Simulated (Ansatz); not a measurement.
# SiC: generalised stacking fault

Level of theory: DFT PBE, scalar-relativistic, plane waves, PAW in Ansatz 0.2.0. Cutoff 420 eV, Γ-centred 10×10×2 k-points, Gaussian smearing of 0.05 eV. No spin polarisation. Energies are free energies at this smearing, counted from the undisturbed cell; pressure is positive in compression.

Zero of the scan (as given, not relaxed at this level; it stands at 4.8 GPa):

```xyz
12
Lattice="2.1740 -2.1740 0.0000 2.1740 0.0000 -2.1740 8.6960 8.6960 8.6960" Properties=species:S:1:pos:R:3 pbc="T T T"
Si    3.4419   -0.9061   -0.9061
Si    7.7899    7.7899    7.7899
Si    3.4419    1.2679    1.2679
Si    7.7899    3.4419    3.4419
Si    3.4419    3.4419    3.4419
Si    7.7899    5.6159    5.6159
C     6.7029    2.3549    2.3549
C     2.3549    2.3549    2.3549
C     6.7029    4.5289    4.5289
C    11.0509    6.7029    6.7029
C     6.7029    6.7029    6.7029
C     2.3549    0.1809    0.1809
```

The cut lies on the cell's a–b face, a (1 -1 1) plane (indices in the standard cell, whose axes needn't be the Cartesian ones shown) of area 8.19 Å², between layers 1.88 Å apart. Vector c is tilted by f times 1·a + 0·b (length 3.075 Å) with the atoms' Cartesian places fixed: one unrelaxed fault a cell.

```csv
f,γ (mJ/m²),"shear traction, the slope of γ along the slip (GPa)",gap on the mesh (eV)
0.0000,0,0.0,1.35
0.1000,283,18.4,1.11
0.2000,1106,34.3,0.81
0.3000,2294,40.5,0.55
0.4000,3396,27.7,0.67
0.5000,3840,0.0,1.06
```

By symmetry 0.6000 repeats 0.4000, 0.8000 repeats 0.2000, 0.7000 repeats 0.3000, 0.9000 repeats 0.1000 in energy, with the opposite slope along the path.

Cost: 6 runs of about 3 core-minutes in all, on Arm Neoverse V2 (shared hosts).